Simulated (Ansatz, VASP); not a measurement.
# Two plane-wave programs on Re

```
CELL_PARAMETERS angstrom
2.73742 0.00000 0.00000
-1.36871 2.37068 0.00000
0.00000 0.00000 4.41663
ATOMIC_POSITIONS crystal
Re 0.33333 0.66667 0.25000
Re 0.66667 0.33333 0.75000
```

Alike in both runs: functional LDA; k mesh 18 × 18 × 10; occupations gaussian, width 0.1 eV; no spin polarisation.

Ansatz relaxed the structure, and its values are those at the end. VASP's run is a single point on that final structure, the one shown.

|  | VASP | Ansatz |
| --- | --- | --- |
| version | VASP 6.6.1 | Ansatz 0.2.0 |
| potentials or method | VASP PAW LDA potentials, release 64 (Re) | scalar-relativistic, plane waves, PAW |
| plane-wave cutoff (eV) | 520 | 420 |
| valence electrons in the cell | 14 | 30 |

VASP gave:

- gap on the k mesh at the Fermi level (eV): none
- pressure (GPa): 1.5

Problem. Estimate Ansatz's values.

Solution. gap on the k mesh at the Fermi level (eV): none; pressure (GPa): 0.0.

A gap of «none» marks a metal or a gap that the smearing closes. The two sets of potentials don't hold the same shells in valence.

The runs have no spin-orbit coupling, so splittings on Re are missing.
